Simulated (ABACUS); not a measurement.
The system is Hg.

```xyz
1
Lattice="-1.8767 1.8767 1.9168 1.8767 -1.8767 1.9168 1.8767 1.8767 -1.9168" Properties=species:S:1:pos:R:3 pbc="T T T"
Hg    0.0000    0.0000    1.9168
```

| Property | Result |
| --- | --- |
| Program | ABACUS 3.10.1 |
| Task | single point |
| Functional | PBE |
| Potentials or basis | PseudoDojo NC SR 0.4.1 PBE standard |
| Cutoff | 1361 eV |
| Density cutoff | 5442 eV |
| Basis | DZP LCAO (the cutoffs set its grid) |
| k mesh | 10 × 10 × 10 |
| Occupations | fermi-dirac, width 0.05 eV |
| Spin | no spin polarisation |

On this cell: pressure 1.4 GPa; band gap on the k mesh none (metal or under the smearing width).

The same run follows on a disturbed copy (cell strained at random at fixed volume):

```
CELL_PARAMETERS angstrom
-1.91296 1.85608 1.92149
1.87501 -1.89581 1.92322
1.89161 1.87446 -1.96038
ATOMIC_POSITIONS crystal
Hg 0.49875 0.49348 0.99515
```

**Question.** What does the disturbed cell give?

**Answer.** The energy (extrapolated to zero smearing) moves by +0.5 meV/atom; pressure 1.4 GPa; band gap on the k mesh none (metal or under the smearing width).

Stress tensor (GPa, compression positive):
```
1.43 0.08 0.20
0.08 1.26 0.18
0.20 0.18 1.42
```

Caveats: the atomic orbitals were generated for these runs and aren't a published set; the basis of atomic orbitals isn't converged, which shifts pressures, moduli and gaps.
